The row at 200 eV looks wrong, and in an odd way. Compared with the 500 eV row, its smallest gap is 0.26 eV too small while its direct gap is 0.26 eV too large. Only the plane-wave cutoff, and with it the grid for the density, changes down the table; the atoms stay where they are.

Kohn–Sham gaps of a fixed five-atom BaTiO$_3$ cell with randomly displaced atoms and slight strain, computed with Ansatz 0.2.0 (r2SCAN, scalar-relativistic, no spin polarization, plane waves with the soft_2 PAW set). All runs use an unshifted 6×6×6 k mesh, Gaussian smearing of 0.02 eV and a density cutoff four times the wave cutoff.

| wave cutoff | gap on mesh (eV) | direct gap on mesh (eV) |
| --- | --- | --- |
| 200 eV | 1.957 | 2.599 |
| 250 eV | 2.215 | 2.355 |
| 300 eV | 2.183 | 2.318 |
| 350 eV | 2.218 | 2.344 |
| 500 eV | 2.219 | 2.341 |

The wave cutoff is the highest kinetic energy of a plane wave allowed in the basis. The gap on mesh is the distance from the highest filled level at any mesh point to the lowest empty level at any mesh point. The direct gap on mesh is the smallest distance between the two levels at one and the same point, so it can never be less than the first gap.

**What opposite errors mean**

Suppose that a poor basis moved the whole valence band by $a$ and the whole conduction band by $b$. Both gaps would then change by the same amount, $b-a$. At 200 eV they change in opposite directions, so the bands have been distorted as well as shifted: the error depends on the point in the zone.

The band edges from the same runs agree. At 200 eV the valence top lies 0.36 eV too high and the conduction bottom only 0.09 eV too high, which narrows the smallest gap. Both edges also sit at other mesh points than in the 500 eV row. The conduction bottom has left the zone centre for a neighbouring point, and its true minimum may lie off the mesh. Since no direct gap on the mesh is below 2.60 eV, the valence level directly beneath the conduction bottom must lie at least 0.64 eV below the valence top. At 500 eV the same argument asks for only 0.12 eV.

**How coarse the basis is**

A plane wave of wave number $k$ has the kinetic energy $E=\mathrm{Ry}\,(k a_0)^2$, where $\mathrm{Ry}=13.6$ eV and $a_0=0.529$ Å. For $E=200$ eV, $k=\sqrt{200/13.6}/0.529\approx7.25$ Å$^{-1}$. The finest ripple in the basis therefore has a half wavelength of $\pi/k\approx0.43$ Å.

The number of waves follows from the volume $V$ of the cell, five atoms at 12.84 Å$^3$ each, or 64.2 Å$^3$. Counting the allowed wave vectors inside a sphere of radius $k$ gives $N=Vk^3/(6\pi^2)$, about 410 waves at 200 eV. At 350 eV the same formula gives about 950, with a half wavelength of 0.33 Å.

The oxygen 2p shell, which forms the top of the valence band, has a radius of very roughly half an ångström. A basis whose shortest half wavelength is nearly that long can be expected to draw it roughly, even though the PAW method smooths the orbital near the nucleus. The estimate makes trouble at 200 eV plausible, but no more than that. At 250 eV the half wavelength is still 0.39 Å, yet most of the gap error has gone. Nor can the estimate give the sign of an error, separate the basis from the coarser density grid, or explain why at 200 eV the valence top suffers more than the conduction bottom, which is made of titanium 3d states that are compact too.

**Why the gap wanders and the energy does not**

A hydrogen atom described with too few functions shows the principle. Its 1s and 2s levels both come out too high, because a restricted basis can only raise the levels of a given Hamiltonian. The spacing between them is too small if 1s suffers more and too large if 2s does. A gap is such a spacing, so nothing obliges it to approach its final value from one side.

The total energy is a minimum over all the orbitals that the basis can form. A larger basis contains the smaller one, so for an unchanged energy functional the minimum cannot rise. The changing density grid loosens that guarantee, yet here the energy falls at every step. At 250 eV it is still 1.2 eV per atom above the 500 eV value.

The likeness to hydrogen ends where the electrons shape their own potential. At 250 eV both band edges lie about 0.03 eV *below* their 500 eV positions, measured from the same mean electrostatic potential. A smaller basis in an unchanged Hamiltonian could not do that, so the Hamiltonian itself must have changed. The grid for the density is coarsened together with the basis, and these runs cannot separate the two influences.

**The good value at 250 eV and the dip at 300 eV**

At 250 eV the smallest gap is within 0.005 eV of the 500 eV row, closer than at 300 eV. The agreement is a cancellation: the two edges are displaced by nearly the same amount in the same direction. The valence top even sits at a different mesh point from that of the 500 eV row. The pressure shows that the calculation is not converged, since it is 3.8 GPa too low.

At 300 eV each edge is nearer to its final position, yet the gap is worse. The valence top is now 0.02 eV too high and the conduction bottom 0.01 eV too low, so two small errors add instead of cancelling. Why the remaining errors have just these signs is not settled by the data.

One combination of the gaps does approach its final value steadily, namely the direct gap minus the smallest gap. It drops from 0.64 eV at 200 eV to 0.14 eV at 250 eV and then creeps down to 0.12 eV. The gross distortion between different points of the zone is therefore mostly cured by the first step. The dip at 300 eV is of another kind, because there both gaps are too small together.

**When each quantity has settled**

At 350 eV the smallest gap is within 2 meV of the 500 eV row, but the total energy is still 48 meV per atom too high. The energy adds up the errors of all 40 electrons treated in the cell, including the compact 3s and 3p shells of titanium and the 2s shell of oxygen. The gap sees only the difference between two levels, in which a common error drops out. A further run at 600 eV moves the gap by about 0.1 meV and the energy by about 2 meV per atom, so 500 eV is a sound reference for the gap. Measured from the 600 eV run, the energy at 350 eV would be about 50 meV per atom too high instead of 48.

For practical work, a single good-looking gap is poor evidence of convergence. Judged by its gap alone, the 250 eV row would pass; its energy and pressure give it away. The program itself flags the four lowest cutoffs as below its recommended value. At 400 eV, between the last two rows, the same reasoning suggests a gap within a few meV of the final one and an energy still slightly too high.

A settled gap is settled only with respect to the basis, and a band edge that lies between the mesh points would still be missed. The atoms here are displaced at random and the cell is slightly strained, so 2.22 eV does not belong to a relaxed phase of BaTiO$_3$. Semilocal functionals also tend to give gaps that are too small, and more plane waves do not mend that. The printed analysis that follows contains no fit; it lists the differences from the 500 eV row and the wave counts for every cutoff.

Output of the analysis:

```
Gap errors against 500 eV (eV):
     row  smallest gap  direct gap  direct minus smallest gap
  200 eV        -0.262       0.258                      0.642
  250 eV        -0.004       0.014                       0.14
  300 eV        -0.036      -0.023                      0.135
  350 eV        -0.001       0.003                      0.126
  500 eV             0           0                      0.122
Errors against 500 eV (energies in eV and pressure in GPa):
     row  valence top  conduction bottom  energy per atom  energy per electron  pressure
  200 eV       0.3555            0.09288            4.725               0.5906     5.877
  250 eV     -0.03031           -0.03468            1.227               0.1533    -3.775
  300 eV      0.02253           -0.01408           0.2817              0.03521   -0.6991
  350 eV       -0.003           -0.00459          0.04836             0.006045    0.0207
  500 eV            0                  0                0                    0         0
Coarseness of the basis (wavelength in angstrom):
     row  half of shortest wavelength  estimated plane waves
  200 eV                       0.4336                  412.5
  250 eV                       0.3878                  576.4
  300 eV                        0.354                  757.8
  350 eV                       0.3278                  954.9
  500 eV                       0.2742                   1630
Error of smallest gap at 200 eV (percent): -11.81
Error of direct gap at 200 eV (percent): 11.02
Valence shift over conduction shift at 200 eV (ratio): 3.828
Energy error at 350 eV (meV per atom): 48.36
Smallest gap error at 350 eV from unrounded edges (meV): -1.59
Smallest gap at 600 eV less that at 500 eV (meV): -0.101
Direct gap at 600 eV less that at 500 eV (meV): -0.212
Energy at 600 eV less that at 500 eV (meV per atom): -1.85
```
